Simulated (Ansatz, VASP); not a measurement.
**KF: VASP beside Ansatz**

Contents of INCAR:

```
ALGO     = Normal         # electronic algorithm
EDIFF    = 1E-6           # SCF threshold, eV
ENCUT    = 520            # plane-wave cutoff, eV
GGA      = PE             # functional
ISIF     = 2              # what is computed and relaxed
ISMEAR   = 0              # smearing method
LASPH    = True           # aspherical terms in the spheres
LCHARG   = False          # write CHGCAR
LREAL    = False          # projectors in reciprocal space
LWAVE    = False          # write WAVECAR
NBANDS   = 15             # bands
NELM     = 80             # most SCF steps
PREC     = Accurate       # precision mode
SIGMA    = 0.02           # smearing width, eV
```

KPOINTS

```
k-points
0
Gamma
  8 8 8
```

Contents of POSCAR:

```
KF
1.0
    0.0000000000      2.6956365800      2.6956365800
    2.6956365800      0.0000000000      2.6956365800
    2.6956365800      2.6956365800      0.0000000000
K F
1 1
Direct
    0.0000000000      0.0000000000      0.0000000000
    0.5000000000      0.5000000000      0.5000000000
```

Input for Ansatz:

```yaml
crystal:
  lattice:
    - [0.0, 2.69563658, 2.69563658]
    - [2.69563658, 0.0, 2.69563658]
    - [2.69563658, 2.69563658, 0.0]
  atoms:
    - { symbol: K, position: [0.0, 0.0, 0.0] }
    - { symbol: F, position: [0.5, 0.5, 0.5] }
basis:
  ecutwfc: 420
kpoints:
  mp_grid: { grid: [8, 8, 8] }
hamiltonian:
  xc: pbe
scf:
  occupations: { method: gaussian, width: 0.02 }
output:
  forces: true
  stress: true
  eigenvalues: true
```

Alike in both runs: task single point; functional PBE; k mesh 8 × 8 × 8; occupations gaussian, width 0.02 eV; no spin polarisation.

|  | VASP | Ansatz |
| --- | --- | --- |
| version | VASP 6.6.1 | Ansatz 0.2.0 |
| potentials or method | VASP PAW PBE potentials, release 64 (K_sv, F) | scalar-relativistic, plane waves, PAW |
| plane-wave cutoff (eV) | 520 | 420 |
| valence electrons in the cell | 16 | 16 |

```csv
,VASP,Ansatz,Ansatz less VASP
gap on the k mesh at the Fermi level (eV),6.03,6.04,+0.016
least direct gap on the mesh (eV),6.03,6.04,+0.016
pressure (GPa),0.5,0.5,-0.02
```

A k mesh can miss the band edges.
